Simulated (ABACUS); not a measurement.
ZnS (Wurtzite-4H) in ABACUS: the effect of functional

The system is ZnS (Wurtzite-4H).

```xyz
8
Lattice="3.7447 0.0000 0.0000 -1.8723 3.2430 0.0000 0.0000 0.0000 12.2644" Properties=species:S:1:pos:R:3 pbc="T T T"
Zn    1.8723    1.0810    9.1983
Zn    0.0000    2.1620    3.0661
Zn    0.0000    0.0000    6.1322
Zn    0.0000    0.0000    0.0000
S     1.8723    1.0810   11.4979
S     0.0000    2.1620    5.3657
S     0.0000    0.0000    8.4318
S     0.0000    0.0000    2.2996
```

The cell isn't the ideal one: volume scaled by 0.94.

Alike in all runs:

| Property | Result |
| --- | --- |
| Program | ABACUS 3.10.1 |
| Task | equation of state |
| Potentials or basis | SG15 ONCV 1.2 PBE |
| Cutoff | 1361 eV |
| Density cutoff | 5442 eV |
| Basis | DZP LCAO (the cutoffs set its grid) |
| k mesh | 6 × 6 × 2 |
| Occupations | fermi-dirac, width 0.05 eV |
| Spin | no spin polarisation |

```csv
functional,gap on the mesh (eV),pressure (GPa),largest force (eV/Å)
LDA,2.15,0.9,0.06
PBEsol,?,?,?
PW91,2.51,8.2,0.06
BLYP,2.51,12.0,0.07
SCAN,3.03,5.9,0.13
```

Task: What does the run with functional PBEsol give?

Result: gap on the mesh 2.36 eV; pressure 4.5 GPa; largest force 0.06 eV/Å.

Caveats: the atomic orbitals were generated for these runs and aren't a published set; the potentials were made for another functional, which shifts forces and pressure; the basis of atomic orbitals isn't converged, which shifts pressures, moduli and gaps.

Runs at the PBE level aren't shown here.
